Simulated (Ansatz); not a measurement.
# Sb: how the settings move a single-point run

Question: which choices in the input matter for Sb?

Program: Ansatz 0.2.0. Level of theory: reference: DFT, PBE, PAW with Ansatz's default frozen-core files, scalar-relativistic. These are calculated values, not measurements.

## 1. The structure to begin with

The structure is trigonal, space group R-3m (No. 166). The conventional cell has a = 4.372 Å, b = 4.372 Å, c = 11.416 Å, α = 90.00°, β = 90.00°, γ = 120.00°. Sb (site symmetry 3m) has 3 Sb at 2.95 Å as nearest neighbours.

Coordinates:

```cif
data_structure
_symmetry_space_group_name_H-M 'R-3m:H'
_symmetry_Int_Tables_number 166
_cell_length_a 4.3717
_cell_length_b 4.3717
_cell_length_c 11.4162
_cell_angle_alpha 90.000
_cell_angle_beta 90.000
_cell_angle_gamma 120.000
_cell_volume 188.95
loop_
_atom_site_label
_atom_site_type_symbol
_atom_site_symmetry_multiplicity
_atom_site_Wyckoff_symbol
_atom_site_fract_x
_atom_site_fract_y
_atom_site_fract_z
_atom_site_occupancy
Sb1 Sb 6 c 0.00000 0.00000 0.23364 1
```

## 2. Baseline

The input, input.yaml:

```yaml
crystal:
  lattice:
    - [2.1858623424, 1.2620082118, 3.8053879599]
    - [-2.1858623424, 1.2620082118, 3.8053879599]
    - [0.0, -2.5240164235, 3.8053879599]
  atoms:
    - { symbol: Sb, position: [0.23364, 0.23364, 0.23364] }
    - { symbol: Sb, position: [0.76636, 0.76636, 0.76636] }
kpoints:
  mp_grid: { grid: [9, 9, 9] }
scf:
  occupations: { method: fermi_dirac, width: 0.05 }
hamiltonian:
  xc: pbe
  pseudopotentials: { kind: paw }
output:
  forces: true
  stress: true
  eigenvalues: true
  efg: { contact_densities: true }
```

Launch:

```
> ansatz run input.yaml --threads 1 --pin off --max-ram 2048MiB --backend cpu --events-out ev --progress --plain --runs-dir out
```

## 3. Changed: mp_grid.grid [3, 3, 3], mixing.algorithm anderson, mixing.beta 0.3

input.yaml: that of step 2 with these lines changed.

```diff
@@ -9,5 +9,6 @@
 kpoints:
-  mp_grid: { grid: [9, 9, 9] }
+  mp_grid: { grid: [3, 3, 3] }
 scf:
   occupations: { method: fermi_dirac, width: 0.05 }
+  mixing: { algorithm: anderson, beta: 0.3 }
 hamiltonian:
```

What does the calculation give? Wanted: for each run, ending; energy change; pressure; gap; force.

**Answer**, as computed:

```csv
run,ending,energy change,pressure (GPa),gap (eV),force (eV/Å),cycles,time
reference,converged,0,0.3,0.15,0.04,6,5.2 s
"1: mp_grid.grid [3, 3, 3], mixing.algorithm anderson, mixing.beta 0.3",converged,-55.2 meV/atom,0.8,1.34,0.29,6,1.4 s
```

Residual by cycle in the longest SCF loop of each run; runs are numbered as in the table. The quantity is the density residual dr2, in eV.

```csv
cycle,reference,run 1
1,0.00156,0.00755
2,2.4e-4,0.00133
3,4.7e-5,1.3e-4
4,9.3e-6,2.9e-5
5,1.0e-6,1.0e-6
6,9.5e-9,1.8e-8
```

**Reading.** Changing the k-point mesh and mixing moves the energy by -55.2 meV/atom, and the pressure goes from 0.3 to 0.8 GPa, the gap on the mesh goes from 0.15 to 1.34 eV and the largest force goes from 0.04 to 0.29 eV/Å. Sampling errors of the energy have no fixed sign. Of the settings changed, the mesh is the one that moves energies this far. A gap read on a mesh depends on which points the mesh holds, and a coarse mesh shifts the density too. Cost: 1.4 s against 5.2 s.
